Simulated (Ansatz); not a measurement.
Crystal: ZrS.

```
CELL_PARAMETERS angstrom
0.00000 2.62500 2.62500
2.62500 0.00000 2.62500
2.62500 2.62500 0.00000
ATOMIC_POSITIONS crystal
Zr 0.00000 0.00000 0.00000
S 0.50000 0.50000 0.50000
```

Base run:

```yaml
Program: Ansatz 0.2.0
Functional: PBEsol
Potentials_or_basis: Ansatz PAW
Cutoff: 420 eV
Density_cutoff: 1680 eV
k_mesh: 9 × 9 × 9
Occupations: fermi-dirac, width 0.05 eV
Spin: no spin polarisation
Hubbard_terms: Zr d U = 6 eV
```

Its results: band gap on the k mesh none (metal or under the smearing width); pressure 0.8 GPa.

Question: The run is repeated on the same cell with these changes: hubbard terms from Zr d U = 6 eV to Zr d U = 1 eV. What comes out?

Answer: Band gap on the k mesh none (metal or under the smearing width); pressure -5.5 GPa.

Caveats: U without spin polarisation on a metal has little footing; the PAW data sets come from PBE, with cores solved anew for the run's functional, which leaves a small shift of forces and pressure.

Not every run made on this cell is shown here.
